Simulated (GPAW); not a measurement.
Write an ASE script for GPAW 26.7.0 that does the following.

```
Task                : band structure
Functional          : PBE
Potentials or basis : GPAW PAW data sets (gpaw-data 1.2.1)
Cutoff              : 600 eV
Basis               : pw
k mesh              : 9 × 9 × 5
Occupations         : fermi-dirac, width 0.05 eV
Spin                : no spin polarisation
Maxiter             : 150
Band path           : GMKGALHA,LM,KH
Band points         : 80
```

The structure of Zr lies in Zr.xyz:

```xyz
2
Lattice="3.2320000000 0.0000000000 0.0000000000 -1.6160000000 2.7989941050 0.0000000000 0.0000000000 0.0000000000 5.1470000000" Properties=species:S:1:pos:R:3 pbc="T T T"
Zr     1.6160000002      0.9329980349      3.8602500000
Zr    -0.0000000002      1.8659960701      1.2867500000
```

One way to write it, as run:

run.py

```python
from ase.dft.bandgap import bandgap
from ase.io import read, write
from ase.units import GPa
from gpaw import GPAW, PW

atoms = read('Zr.xyz')

calc = GPAW(mode=PW(600),
            xc='PBE',
            kpts={'size': (9, 9, 5), 'gamma': True},
            occupations={'name': 'fermi-dirac', 'width': 0.05},
            nbands=24,
            convergence={'density': 1e-05, 'energy': 1e-05},
            maxiter=150,
            txt='gpaw.txt')
atoms.calc = calc
energy = atoms.get_potential_energy()
forces = atoms.get_forces()
stress = atoms.get_stress()
calc.write('gs.gpw')
write('result.traj', atoms)
print(f'Energy: {energy:.6f} eV')
print('Forces (eV/A):')
print(forces.round(4))
print('Stress (GPa):', (stress / GPa).round(3))
print('Fermi level:', round(calc.get_fermi_level(), 4), 'eV')
print(f'Gap: {bandgap(calc)[0]:.4f} eV, direct: {bandgap(calc, direct=True)[0]:.4f} eV')

path = atoms.cell.bandpath('GMKGALHA,LM,KH', npoints=80, eps=1e-4)
bs_calc = calc.fixed_density(kpts=path, symmetry='off', nbands=36,
                             convergence={'bands': 'CBM+6.0', 'eigenstates': 1e-6}, txt='bands.txt')
bs = bs_calc.band_structure()
bs.write('bs.json')
print(f'Gap on the path: {bandgap(bs_calc)[0]:.4f} eV')
```

Potentials or basis: GPAW PAW data sets (gpaw-data 1.2.1), pw.

Command:

```console
$ OMP_NUM_THREADS=1 python run.py
```

It gave:

```yaml
Pressure: 0.1 GPa
Band_gap_along_the_path: none (metal or under the smearing width)
```

It took 50 s on 1 thread of Arm Neoverse V2 (shared host), peak memory 0.3 GiB.
